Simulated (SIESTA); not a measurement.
Write the native input for SIESTA 5.4.2 that does the following.

* Task: band structure
* Functional: BLYP
* Potentials or basis: PseudoDojo 0.4 standard (PBE files)
* Basis: DZP (energy shift 0.002 Ry)
* Grid cutoff: 800 Ry
* Energy shift: 0.002 Ry
* k mesh: 8 × 8 × 8
* Occupations: fermi-dirac, width 0.05 eV
* Spin: no spin polarisation

HgSe:

```
Hg Se
1.0
     0.00000    3.03900    3.03900
     3.03900    0.00000    3.03900
     3.03900    3.03900    0.00000
Hg Se
1 1
Direct
  0.00000 0.00000 0.00000
  0.75000 0.75000 0.75000
```

One way to write it, as run:

HgSe.fdf

```
SystemName                      HgSe
SystemLabel                     HgSe
NumberOfSpecies                 2
NumberOfAtoms                   2
%block ChemicalSpeciesLabel
  1  80 Hg
  2  34 Se
%endblock ChemicalSpeciesLabel

LatticeConstant                 1.0 Ang
%block LatticeVectors
     0.0000000000     3.0390000000     3.0390000000
     3.0390000000     0.0000000000     3.0390000000
     3.0390000000     3.0390000000     0.0000000000
%endblock LatticeVectors
AtomicCoordinatesFormat         Fractional
%block AtomicCoordinatesAndAtomicSpecies
     0.0000000000     0.0000000000     0.0000000000  1  Hg
     0.7500000000     0.7500000000     0.7500000000  2  Se
%endblock AtomicCoordinatesAndAtomicSpecies

%block kgrid.MonkhorstPack
    8   0   0  0.0
    0   8   0  0.0
    0   0   8  0.0
%endblock kgrid.MonkhorstPack
XC.Functional                   GGA
XC.Authors                      BLYP
PAO.BasisSize                   DZP
PAO.EnergyShift                 0.002 Ry
Mesh.Cutoff                     800 Ry
OccupationFunction              FD
ElectronicTemperature           0.05 eV
MaxSCFIterations                120
SCF.MustConverge                false
SCF.Mixer.Method                Pulay
SCF.Mixer.Weight                0.25
SCF.Mixer.History               8
SCF.DM.Tolerance                5.0e-05
SCF.H.Tolerance                 1.0e-03 eV
WriteForces                     true
Charge.Mulliken                 end
BandLinesScale                  ReciprocalLatticeVectors
%block BandLines
    1    0.000000   0.000000   0.000000  \Gamma
   12    0.500000   0.000000   0.500000  X
    6    0.500000   0.250000   0.750000  W
    4    0.375000   0.375000   0.750000  K
   13    0.000000   0.000000   0.000000  \Gamma
   11    0.500000   0.500000   0.500000  L
    8    0.625000   0.250000   0.625000  U
    4    0.500000   0.250000   0.750000  W
    9    0.500000   0.500000   0.500000  L
    8    0.375000   0.375000   0.750000  K
    1    0.625000   0.250000   0.625000  U
    4    0.500000   0.000000   0.500000  X
%endblock BandLines
```

Potentials or basis: PseudoDojo 0.4 standard (PBE files), DZP (energy shift 0.002 Ry).

Command:

```bash
$ siesta HgSe.fdf > HgSe.out 2>&1
```

Results of the run:

```
Pressure               : 9.8 GPa
Band gap on the k mesh : none (metal or under the smearing width)
```

Caveat: semicore shells carry a single zeta, which can move pressures by several GPa and volumes by a few percent; the valence orbitals were made in a potential fitted to the semicore shell under them, which widens gaps by tenths of an eV or more; the potentials were made for another functional, which shifts forces and pressure; spin-orbit coupling is left out, which moves the levels of the heavy elements; the basis of atomic orbitals isn't converged, which shifts pressures, moduli and gaps.

Run time: 24 s on 1 thread of Arm Neoverse V1 (shared host), peak memory 0.23 GiB.
